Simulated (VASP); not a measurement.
The system is InPd.

```
In Pd
1.0
     3.27188    0.00000    0.00000
     0.00000    3.27188    0.00000
     0.00000    0.00000    3.27188
In Pd
1 1
Cartesian
  0.0000 0.0000 0.0000
  1.6359 1.6359 1.6359
```

The cell comes from a database or a generator and needn't be the stable form of this composition.

Base run:

| Quantity | Value |
| --- | --- |
| Program | VASP 6.6.1 |
| Functional | TPSS |
| Potentials or basis | VASP PAW PBE potentials, release 64 (In_d, Pd) |
| Cutoff | 520 eV |
| k mesh | 8 × 8 × 8 |
| Occupations | fermi-dirac, width 0.05 eV |
| Spin | no spin polarisation |

Its results: pressure -0.5 GPa.

Question: After a change of settings the same cell gave: pressure -3.1 GPa. Which change was it?
A. functional from TPSS to RPBE
B. functional from TPSS to revTPSS
C. functional from TPSS to r2SCAN; further incar settings from ALGO = Normal; EDIFF = 1e-07 to ALGO = Normal; EDIFF = 1e-06
D. functional from TPSS to revPBE; further incar settings from ALGO = Normal; EDIFF = 1e-07 to ALGO = Normal; EDIFF = 1e-06

Answer: B.

Caveats: the PAW data sets were made with another functional, which shifts forces and pressure a little.

Not every run made on this cell is shown here.
